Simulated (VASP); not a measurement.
Input of a VASP 6.6.1 run:

Contents of INCAR:

```
SYSTEM = GaN
ALGO     = Normal         ! electronic algorithm
EDIFF    = 1E-7           ! SCF threshold, eV
EDIFFG   = -0.005         ! ionic threshold
ENCUT    = 600            ! plane-wave cutoff, eV
GGA      = PE             ! functional
IBRION   = 2              ! ionic algorithm
ISIF     = 3              ! what is computed and relaxed
ISMEAR   = 0              ! smearing method
KPAR     = 4            
LASPH    = .True.         ! aspherical terms in the spheres
LCHARG   = .False.        ! write CHGCAR
LREAL    = .False.        ! projectors in reciprocal space
LWAVE    = .False.        ! write WAVECAR
NELM     = 80             ! most SCF steps
NSW      = 90             ! ionic steps
PREC     = Accurate       ! precision mode
SIGMA    = 0.03           ! smearing width, eV
```

The input KPOINTS:

```
k-points
0
Gamma
  10 10 10
  0 0 0
```

The input POSCAR:

```
GaN                                     
1.0
   -0.0000000000      2.2741012840      2.2741012840
    2.2741012840     -0.0000000000      2.2741012840
    2.2741012840      2.2741012840      0.0000000000
  Ga              N             
     1     1
Direct
     0.0000000000000000    0.0000000000000000    0.0000000000000000
     0.7500000000000000    0.7500000000000000    0.7500000000000000
```

Potentials or basis: VASP PAW PBE potentials, release 64 (Ga_d, N).

Run with:

```console
$ cat potpaw_PBE.64/Ga_d/POTCAR potpaw_PBE.64/N/POTCAR > POTCAR
$ mpirun -np 4 vasp_std > vasp.out
```

(1) What does it give for the band gap on the k mesh?

Answers

(1) 1.55 eV, direct.

Caveat: the relaxation stopped at its first step, so nothing moved.
